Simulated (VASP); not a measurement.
LiF, 2 atoms in the cell. Symmetry: P4/mmm, No. 123, tetragonal system. The conventional cell has a = 2.764 Å, b = 2.764 Å, c = 2.560 Å, α = 90.00°, β = 90.00°, γ = 90.00°. Around Li (site symmetry 4/mmm) lie 8 F at 2.34 Å and 2 Li at 2.56 Å. F (site symmetry 4/mmm) has 8 Li at 2.34 Å and 2 F at 2.56 Å as nearest neighbours. Measurements of this composition are mostly on another form, of space group No. 225. The cell isn't the ideal one: strain +0.080 along x and y, +0.000 along z, atoms carried along.

* Program: VASP 6.6.1
* Task: single point
* Functional: PBE
* Potentials or basis: VASP PAW PBE potentials, release 64 (Li_sv, F)
* Cutoff: 520 eV
* k mesh: 10 × 10 × 10
* Occupations: gaussian, width 0.05 eV
* Spin: no spin polarisation
* Dipole correction: no
* Further INCAR settings: ALGO = Normal; EDIFF = 1e-07; NBANDS = 12

Potentials or basis: VASP PAW PBE potentials, release 64 (Li_sv, F).

Run with:

```bash
$ cat potpaw_PBE.64/Li_sv/POTCAR potpaw_PBE.64/F/POTCAR > POTCAR
$ mpirun -np 1 vasp_std > vasp.out
```

Hardware: 1 thread of Intel(R) Xeon(R) Platinum 8559C (Emerald Rapids) (shared host).

Q: How long does it take, and how much memory?

A: It took 10 s on 1 thread of Intel(R) Xeon(R) Platinum 8559C (Emerald Rapids) (shared host), peak memory 0.14 GiB. Counts: scf iterations 12, k points 126.
